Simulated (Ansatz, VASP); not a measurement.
Given: the input of a run of VASP 6.6.1 on Se.

Contents of INCAR:

```
SYSTEM = Se
PREC     = Accurate       ! precision mode
ENCUT    = 600            ! plane-wave cutoff, eV
EDIFF    = 1E-6           ! SCF threshold, eV
ISMEAR   = -1             ! smearing method
SIGMA    = 0.05           ! smearing width, eV
LREAL    = .False.        ! projectors in reciprocal space
LASPH    = .True.         ! aspherical terms in the spheres
NELM     = 80             ! most SCF steps
ALGO     = Normal         ! electronic algorithm
ISIF     = 3              ! what is computed and relaxed
LWAVE    = .False.        ! write WAVECAR
LCHARG   = .False.        ! write CHGCAR
GGA      = RP             ! functional
IBRION   = 2              ! ionic algorithm
NSW      = 60             ! ionic steps
EDIFFG   = -0.01          ! ionic threshold
```

Contents of KPOINTS:

```
Automatic mesh
0
Gamma
  9 9 9
  0 0 0
```

File POSCAR:

```
Se
1.0
    2.8105630200      0.0000000000      0.0000000000
    0.0000000000      2.8105630200      0.0000000000
    0.0000000000      0.0000000000      2.8105630200
Se
1
Direct
    0.0000000000      0.0000000000      0.0000000000
```

Potentials or basis: VASP PAW PBE potentials, release 64 (Se).

Run with:

```console
$ cat potpaw_PBE.64/Se/POTCAR > POTCAR
$ mpirun -np 1 vasp_std > vasp.out
```

**Question.** Set up the same calculation for Ansatz 0.2.0. Potentials there: Ansatz PAW.

**Answer.** As run (the cutoff follows the program's own potentials):

The input input.yaml:

```yaml
crystal:
  lattice:
    - [2.81056302, 0.0, 0.0]
    - [0.0, 2.81056302, 0.0]
    - [0.0, 0.0, 2.81056302]
  atoms:
    - { symbol: Se, position: [0.0, 0.0, 0.0] }
hamiltonian:
  xc: rpbe
  pseudopotentials: { kind: paw }
kpoints:
  mp_grid: { grid: [9, 9, 9] }
scf:
  occupations: { method: fermi_dirac, width: 0.05 }
output:
  forces: true
  stress: true
  eigenvalues: true
relax:
  f_tol: 0.01
  max_steps: 40
  cell: { stress_tol: 0.05 }
```

Potentials or basis: Ansatz PAW.

Launch:

```console
$ ansatz run input.yaml --threads 2 --pin off --max-ram 5632MiB --backend cpu --events-out ev --progress --plain --runs-dir out
```

Both were run:

|  | VASP | Ansatz | Ansatz less VASP |
| --- | --- | --- | --- |
| gap on the k mesh at the Fermi level, each at its own relaxed structure (eV) | none | none | - |
| relaxed volume (Å³/atom) | 23.42 | 23.43 | +0.013 |
| relaxed cell length with the largest relative difference (Å) | 2.861 | 2.862 | +0.0005 |
| energy change over the relaxation (meV/atom) | -14 | -14 | -0.1 |

A gap of «none» marks a metal or a gap that the smearing closes. The two sets of potentials don't hold the same shells in valence.

Caveats: the PAW data sets were made with another functional, which shifts forces and pressure a little (VASP); the plane-wave basis is chosen anew once the cell has moved, so the energies of steps on either side of that aren't comparable (Ansatz); the PAW data sets come from PBE, with cores solved anew for the run's functional, which leaves a small shift of forces and pressure (Ansatz).
